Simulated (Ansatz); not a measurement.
# MoP under changes of volume

One of the cells (14.353 Å³/atom); the others are scaled copies at fixed shape and fractional positions:

```
Mo P
1.0
     3.22300    0.00000    0.00000
    -1.61150    2.79120    0.00000
     0.00000    0.00000    3.19100
Mo P
1 1
Cartesian
  0.0000 0.0000 0.0000
  0.0000 1.8608 1.5955
```

* Program: Ansatz 0.2.0
* Functional: PBE0
* Potentials or basis: Ansatz PAW
* Cutoff: 420 eV (not typed: the program's choice for these potentials)
* k mesh: 6 × 6 × 6
* Occupations: fermi-dirac, width 0.05 eV
* Spin: no spin polarisation

| volume (Å³/atom) | energy over the lowest point (meV/atom) | pressure (GPa) |
| --- | --- | --- |
| 13.492 | 21.24 | 12.0 |
| 13.779 | 5.39 | 5.8 |
| 14.066 | 0.00 | 0.3 |
| 14.353 | 4.01 | -4.7 |
| 14.640 | ? | ? |
| 14.927 | 36.46 | -13.1 |
| 15.214 | 63.24 | -16.7 |

Task: What does the run at 14.640 Å³/atom give?

Result: Energy over the lowest point 16.46 meV/atom; pressure -9.1 GPa.

Worked out: A Birch-Murnaghan fit of order 3 (a polynomial in V^(-2/3)) to the other rows has its minimum at 14.08 Å³/atom with B0 = V·E''(V) = 256 GPa and B' = 4.3 at fixed shape and positions, which overstates the stiffness. It gives 16.45 meV/atom at 14.640 Å³/atom, against the run's 16.46, and -dE/dV = -9.1 GPa, against -9.1.

Energies are extrapolated to zero smearing.

Caveats: all runs use coarse meshes; the PAW data sets come from PBE, with cores solved anew for the run's functional, which leaves a small shift of forces and pressure; the thresholds are loose for stress.
